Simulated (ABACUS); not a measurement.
# CoO (I4/mmm) in ABACUS: equation of state, part 2 of 2

ABACUS 3.10.1. The steps go on from the part before.

## 4. Equation of state, PBE, collinear spin, ferromagnetic start, 9.39 Å³/atom (volume scaled by 0.98)

INPUT reads:

```
INPUT_PARAMETERS
suffix              CoO
calculation         scf
basis_type          pw
pseudo_dir          ./
symmetry            1
dft_functional      pbe
ecutwfc             97
pseudo_rcut         10
nspin               2
nbands              17
ks_solver           dav
smearing_method     fd
smearing_sigma      0.00367493
scf_thr             1e-08
scf_nmax            100
mixing_type         broyden
mixing_beta         0.4
cal_force           1
cal_stress          1
kpar                4
```

STRU reads:

```
ATOMIC_SPECIES
Co 58.9332 Co.upf
O 15.9990 O.upf

LATTICE_CONSTANT
1.8897261246

LATTICE_VECTORS
-1.4978788897 1.4978788897 2.0931045106
1.4978788897 -1.4978788897 2.0931045106
1.4978788897 1.4978788897 -2.0931045106

ATOMIC_POSITIONS
Direct

Co
0.0
1
0.0000000000 0.0000000000 0.0000000000 1 1 1 mag 2

O
0.0
1
0.5000000000 0.5000000000 0.0000000000 1 1 1 mag 0
```

KPT reads:

```
K_POINTS
0
Gamma
12 12 12 0 0 0
```

Potentials or basis: PseudoDojo NC SR 0.4.1 PBE standard, plane waves.

Run with:

```sh
OMP_NUM_THREADS=1 mpirun -np 4 abacus > log
```

running log:

```text
ABACUS v3.10.1

               Atomic-orbital Based Ab-initio Computation at UStc

 ------------------------------------------------------------------------------------

 READING GENERAL INFORMATION
                           global_out_dir = OUT.CoO/
                           global_in_card = INPUT
                               pseudo_dir = ./
                              orbital_dir =
                                    DSIZE = 4
                                    GSIZE = 1

 READING UNITCELL INFORMATION
                                    ntype = 2
                  lattice constant (Bohr) = 1.88973
              lattice constant (Angstrom) = 1

 READING ATOM TYPE 1
                               atom label = Co
                      L=0, number of zeta = 1
                      L=1, number of zeta = 1
                      L=2, number of zeta = 1
             number of atom for this type = 1
               magnetization of element 1 = 2

 READING ATOM TYPE 2
                               atom label = O
                      L=0, number of zeta = 1
                      L=1, number of zeta = 1
                      L=2, number of zeta = 1
             number of atom for this type = 1
               magnetization of element 2 = 0

[... 432 lines left out ...]
 E_KohnSham     -339.0666537329      -4613.2384925601
 E_KS(sigma->0) -339.0655088685      -4613.2229158811
 E_Harris       -339.0662280997      -4613.2327015240
 E_band         -21.2054733898       -288.5152668882
 E_one_elec     -149.9290353014      -2039.8891757420
 E_Hartree      90.1045711096        1225.9355829369
 E_xc           -64.5062550483       -877.6526252987
 E_Ewald        -214.7336447640      -2921.6011210981
 E_entropy(-TS) -0.0022897288        -0.0311533581
 E_descf        0.0000000000         0.0000000000
 E_exx          0.0000000000         0.0000000000
 E_Fermi        1.0842464058         14.7519291550
----------------------------------------------------------

 charge density convergence is achieved
 final etot is -4613.2384926 eV
 EFERMI = 14.751929155 eV

 STATE ENERGY(eV) AND OCCUPATIONS    NSPIN == 2
SPIN UP :
 1/41 kpoint (Cartesian) = 0.0000 0.0000 0.0000 (2069 pws)
       1       -82.0427    0.000578704
       2       -45.4399    0.000578704
       3       -45.3653    0.000578704
       4       -45.3653    0.000578704
       5       -5.73266    0.000578704
       6        11.2748    0.000578704
[... 9 lines left out ...]
      16        32.9592        0.00000
[... 82 lines left out ...]
       4       -45.3711     0.00462963
       5       -4.52107     0.00462963
       6        6.54420     0.00462963
[... 9 lines left out ...]
      16        28.4753        0.00000
      17        28.7566        0.00000

[... levels at 76 further k points ...]

------------------------------------------------------------------------------------------
 TOTAL-FORCE (eV/Angstrom)
------------------------------------------------------------------------------------------
                       Co1         0.0000000000         0.0000000000         0.0000000000
                        O1         0.0000000000         0.0000000000         0.0000000000
------------------------------------------------------------------------------------------

----------------------------------------------------------------
 TOTAL-STRESS (KBAR)
----------------------------------------------------------------
        35.2727054052        -0.0000000000         0.0000000000
        -0.0000000000        35.2727054052        -0.0000000000
        -0.0000000000        -0.0000000000        43.1546178504
----------------------------------------------------------------
 TOTAL-PRESSURE: 37.900010 KBAR

 --------------------------------------------
 !FINAL_ETOT_IS -4613.2384925600954375 eV
 --------------------------------------------
```

stdout:

```text
ABACUS v3.10.1

               Atomic-orbital Based Ab-initio Computation at UStc

%%%%%%%%%%%%%%%%%%%%%%%%%%%%%%%%%%%%%%%%%%%%%%%%%%%%%%%%%%%%%%%%%%%%%%%%%%%%%%%%%%%%%%%%%%%%%%%%%%%%%%%%%
 Warning: the number of valence electrons in pseudopotential > 9 for Co: [Ar] 3d7 4s2
[... 38 lines left out ...]
 TOTAL-STRESS (KBAR)
----------------------------------------------------------------
        35.2727054052        -0.0000000000         0.0000000000
        -0.0000000000        35.2727054052        -0.0000000000
        -0.0000000000        -0.0000000000        43.1546178504
----------------------------------------------------------------
 TOTAL-PRESSURE: 37.900010 KBAR
```

Run time: 91 s. Hardware: 4 MPI ranks of Intel Xeon Platinum 8488C (Sapphire Rapids), shared host; peak memory 0.52 GiB.

Results:

```
Free energy            : -4613.2385 eV
Pressure               : 3.8 GPa
Band gap on the k mesh : none (metal or under the smearing width)
Net moment             : 2.97 μB per cell
Absolute moment        : 2.99 μB per cell
```

Caveat: a cell with one magnetic atom can't hold antiferromagnetic order, which such compounds often take; semilocal functionals often make such compounds metallic where correlation or magnetic order opens a gap, which also shifts bond lengths.

## 5. Equation of state, PBE, collinear spin, ferromagnetic start, 9.58 Å³/atom

INPUT is that of step 4.

Changes to STRU since step 4:

```diff
@@ -8,5 +8,5 @@
 LATTICE_VECTORS
--1.4978788897 1.4978788897 2.0931045106
-1.4978788897 -1.4978788897 2.0931045106
-1.4978788897 1.4978788897 -2.0931045106
+-1.5080000000 1.5080000000 2.1072475377
+1.5080000000 -1.5080000000 2.1072475377
+1.5080000000 1.5080000000 -2.1072475377
```

KPT is that of step 4.

Run with:

```sh
OMP_NUM_THREADS=1 mpirun -np 4 abacus > log
```

Run time: 1.9 min. Hardware: 4 MPI ranks of Intel Xeon Platinum 8488C (Sapphire Rapids), shared host; peak memory 0.52 GiB.

Results (log left out):

- Free energy: -4613.2430 eV
- Pressure: -0.1 GPa
- Band gap on the k mesh: none (metal or under the smearing width)
- Net moment: 2.98 μB per cell
- Absolute moment: 3.00 μB per cell

Caveat: a cell with one magnetic atom can't hold antiferromagnetic order, which such compounds often take; semilocal functionals often make such compounds metallic where correlation or magnetic order opens a gap, which also shifts bond lengths.

## 6. Equation of state, PBE, collinear spin, ferromagnetic start, 9.78 Å³/atom (volume scaled by 1.02)

INPUT is that of step 5.

Changes to STRU since step 5:

```diff
@@ -8,5 +8,5 @@
 LATTICE_VECTORS
--1.5080000000 1.5080000000 2.1072475377
-1.5080000000 -1.5080000000 2.1072475377
-1.5080000000 1.5080000000 -2.1072475377
+-1.5179870460 1.5179870460 2.1212032261
+1.5179870460 -1.5179870460 2.1212032261
+1.5179870460 1.5179870460 -2.1212032261
```

KPT is that of step 5.

Potentials or basis: PseudoDojo NC SR 0.4.1 PBE standard, plane waves.

Run with:

```sh
OMP_NUM_THREADS=1 mpirun -np 4 abacus > log
```

It took 97 s on 4 MPI ranks of Intel Xeon Platinum 8488C (Sapphire Rapids), shared host; peak memory 0.52 GiB.

Results (log left out):

```yaml
Free_energy: -4613.2387 eV
Pressure: -3.6 GPa
Band_gap_on_the_k_mesh: none (metal or under the smearing width)
Net_moment: 2.99 μB per cell
Absolute_moment: 3.01 μB per cell
```

Caveat: a cell with one magnetic atom can't hold antiferromagnetic order, which such compounds often take; semilocal functionals often make such compounds metallic where correlation or magnetic order opens a gap, which also shifts bond lengths.

## 7. Equation of state, PBE, collinear spin, ferromagnetic start, 9.97 Å³/atom (volume scaled by 1.04)

INPUT is that of step 6.

Changes to STRU since step 6:

```diff
@@ -8,5 +8,5 @@
 LATTICE_VECTORS
--1.5179870460 1.5179870460 2.1212032261
-1.5179870460 -1.5179870460 2.1212032261
-1.5179870460 1.5179870460 -2.1212032261
+-1.5278443810 1.5278443810 2.1349776590
+1.5278443810 -1.5278443810 2.1349776590
+1.5278443810 1.5278443810 -2.1349776590
```

KPT is that of step 6.

Run with:

```sh
OMP_NUM_THREADS=1 mpirun -np 4 abacus > log
```

It took 86 s on 4 MPI ranks of Intel Xeon Platinum 8488C (Sapphire Rapids), shared host; peak memory 0.52 GiB.

The run converged. Its results:

| Item | Value |
| --- | --- |
| Free energy | -4613.2264 eV |
| Pressure | -6.8 GPa |
| Band gap on the k mesh | none (metal or under the smearing width) |
| Net moment | 3.00 μB per cell |
| Absolute moment | 3.02 μB per cell |

Caveat: a cell with one magnetic atom can't hold antiferromagnetic order, which such compounds often take; semilocal functionals often make such compounds metallic where correlation or magnetic order opens a gap, which also shifts bond lengths.

## 8. Equation of state, PBE, collinear spin, ferromagnetic start, 10.16 Å³/atom (volume scaled by 1.06)

INPUT is that of step 7.

Changes to STRU since step 7:

```diff
@@ -8,5 +8,5 @@
 LATTICE_VECTORS
--1.5278443810 1.5278443810 2.1349776590
-1.5278443810 -1.5278443810 2.1349776590
-1.5278443810 1.5278443810 -2.1349776590
+-1.5375761362 1.5375761362 2.1485766095
+1.5375761362 -1.5375761362 2.1485766095
+1.5375761362 1.5375761362 -2.1485766095
```

KPT is that of step 7.

Run with:

```sh
OMP_NUM_THREADS=1 mpirun -np 4 abacus > log
```

Run time: 2.1 min. Hardware: 4 MPI ranks of Intel Xeon Platinum 8488C (Sapphire Rapids), shared host; peak memory 0.56 GiB.

Results (log left out):

```yaml
Free_energy: -4613.2069 eV
Pressure: -9.6 GPa
Band_gap_on_the_k_mesh: none (metal or under the smearing width)
Net_moment: 3.00 μB per cell
Absolute_moment: 3.02 μB per cell
```

Caveat: a cell with one magnetic atom can't hold antiferromagnetic order, which such compounds often take; semilocal functionals often make such compounds metallic where correlation or magnetic order opens a gap, which also shifts bond lengths.

## 9. Equation of state, PBE, collinear spin, ferromagnetic start

Potentials or basis: PseudoDojo NC SR 0.4.1 PBE standard, plane waves.

No new run: the results of the series are fitted here.

What came out:

| Item | Value |
| --- | --- |
| Equilibrium volume | 9.58 Å³/atom |
| Bulk modulus at fixed shape and positions | 182 GPa |
| Pressure derivative of the bulk modulus | 3.3 (rough: it moves with the points fitted) |

Energy against volume, from the lowest point:
```tsv
volume (Å³/atom)	energy (meV/atom)
9.009	21.42
9.201	9.28
9.392	2.26
9.584	0.00
9.776	2.14
9.967	8.28
10.159	18.05
```

Caveat: the cell was scaled at fixed shape and fractional positions, which overstates the stiffness of a crystal with free parameters, most of all of layers and chains.
